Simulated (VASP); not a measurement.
# InPd: intraband terms of a metal's spectrum

InPd, Pm-3m (no. 221), 2 atoms in the cell. PBE, independent-particle dielectric function; PAW potentials In_d, Pd (PBE set).

## Input

INCAR.step1:
```
SYSTEM = InPd
EDIFF = 1E-7
ENCUT = 290
ISMEAR = 1
KPAR = 4
LASPH = .True.
LCHARG = .True.
LMAXMIX = 4
LWAVE = .False.
PREC = Accurate
SIGMA = 0.1
```

INCAR.step2:
```
SYSTEM = InPd
CSHIFT = 0.1
EDIFF = 1E-6
ENCUT = 290
ICHARG = 11
ISMEAR = 0
KPAR = 4
LASPH = .True.
LCHARG = .False.
LMAXMIX = 4
LWAVE = .True.
NBANDS = 30
NEDOS = 3000
OMEGAMAX = 30
PREC = Accurate
SIGMA = 0.3
```

INCAR.step3, as INCAR.step2 but for:
```
- LWAVE = .True.
+ ALGO = None
+ ISTART = 1
+ LOPTICS = .True.
+ LWAVE = .False.
+ NELM = 1
```

INCAR.step4, as INCAR.step3 but for:
```
+ WPLASMAI = 0.03
```

INCAR.step5 to INCAR.step6 change the same tag again: WPLASMAI = 0.1, 0.3.

INCAR.step7, as INCAR.step6 but for:
```
- WPLASMAI = 0.3
+ RTIME = 20
```

INCAR.step8, as INCAR.step7 but for:
```
- RTIME = 20
+ RTIME = 40
```

INCAR.step9, as INCAR.step8 but for:
```
- RTIME = 40
+ LNABLA = .True.
```

INCAR.step10, as INCAR.step9 but for:
```
- ISMEAR = 0
- LNABLA = .True.
+ ISMEAR = -5
```

KPOINTS.step1:
```
k-points
0
Gamma
  8 8 8
```

KPOINTS.step2:
```
k-points
0
Gamma
  17 17 17
```

POSCAR:
```
InPd
1.0
    3.2718847800      0.0000000000      0.0000000000
    0.0000000000      3.2718847800      0.0000000000
    0.0000000000      0.0000000000      3.2718847800
In Pd
1 1
Direct
    0.0000000000      0.0000000000      0.0000000000
    0.5000000000      0.5000000000      0.5000000000
```

Commands (each step's output is kept before the next begins):
```
cat potpaw_PBE.64/In_d/POTCAR potpaw_PBE.64/Pd/POTCAR > POTCAR
cp INCAR.step1 INCAR
cp KPOINTS.step1 KPOINTS
mpirun -np 4 vasp_std > vasp.out
cp INCAR.step2 INCAR
cp KPOINTS.step2 KPOINTS
mpirun -np 4 vasp_std > vasp.out
cp INCAR.step3 INCAR
mpirun -np 4 vasp_std > vasp.out
cp INCAR.step4 INCAR
mpirun -np 4 vasp_std > vasp.out
cp INCAR.step5 INCAR
mpirun -np 4 vasp_std > vasp.out
cp INCAR.step6 INCAR
mpirun -np 4 vasp_std > vasp.out
cp INCAR.step7 INCAR
mpirun -np 4 vasp_std > vasp.out
cp INCAR.step8 INCAR
mpirun -np 4 vasp_std > vasp.out
cp INCAR.step9 INCAR
mpirun -np 4 vasp_std > vasp.out
cp INCAR.step10 INCAR
mpirun -np 4 vasp_std > vasp.out
```

## Result

- Bands: 30

One ground state, settings moved in the last step alone:

| Settings | Plasma frequency (eV) | Im ε at 0.5 eV | Im ε at 1 eV | Im ε at 2 eV | Im ε at 4 eV | Time (s) |
|---|---|---|---|---|---|---|
| interband part alone | 7.79 | 3.9 | 5.4 | 8.4 | 7.2 | 13 |
| Drude term, WPLASMAI 0.03 | 7.79 | 18.4 | 7.2 | 8.7 | 7.2 | 13 |
| Drude term, WPLASMAI 0.1 | 7.79 | 50.6 | 11.4 | 9.2 | 7.3 | 16 |
| Drude term, WPLASMAI 0.3 | 7.79 | 111.0 | 22.1 | 10.7 | 7.5 | 15 |
| relaxation time RTIME 20 fs | 7.79 | 19.8 | 7.4 | 8.7 | 7.2 | 14 |
| relaxation time RTIME 40 fs | 7.79 | 11.8 | 6.4 | 8.6 | 7.2 | 14 |
| transversal form (LNABLA) | 7.96 | 3.9 | 5.5 | 8.6 | 7.1 | 14 |
| tetrahedron method | – | – | – | – | – | no result |

Limits: Spin-orbit coupling is left out, which can matter with atoms this heavy.

VASP 6.6.1 took 128 s on 4 cores (Intel Xeon Platinum 8259CL @ 2.50GHz (Skylake/Cascade Lake)), a shared host.
